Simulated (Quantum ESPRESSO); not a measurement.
## Ti: equation of state with LDA

Crystal: Ti.

```
Ti
1.0
    -1.64100    1.64100    1.64100
     1.64100   -1.64100    1.64100
     1.64100    1.64100   -1.64100
Ti
1
Direct
  0.00000 0.00000 0.00000
```

This isn't the form of Ti at room conditions, which is hcp.

```
Program             : Quantum ESPRESSO 7.5
Task                : equation of state
Functional          : LDA
Potentials or basis : PseudoDojo 0.4.1 SR LDA standard
Cutoff              : 1143 eV
Density cutoff      : 4572 eV
k mesh              : 11 × 11 × 11
Occupations         : fermi-dirac, width 0.05 eV
Spin                : no spin polarisation
```

```
Equilibrium volume : 15.87 Å³/atom (rough: see the caveat)
Bulk modulus       : 122 GPa (rough)
```

Energy against volume, from the lowest point:
```
volume (Å³/atom)  energy (meV/atom)
          16.616               0.00
          16.969              13.72
          17.323              31.83
          17.676              53.89
          18.030              79.53
          18.383             108.40
          18.737             140.19
```

All runs of the series together: 47 s on 1 thread of Intel(R) Xeon(R) Platinum 8488C (Sapphire Rapids), with other jobs on the host.

Caveat: the minimum lies outside the volumes run.
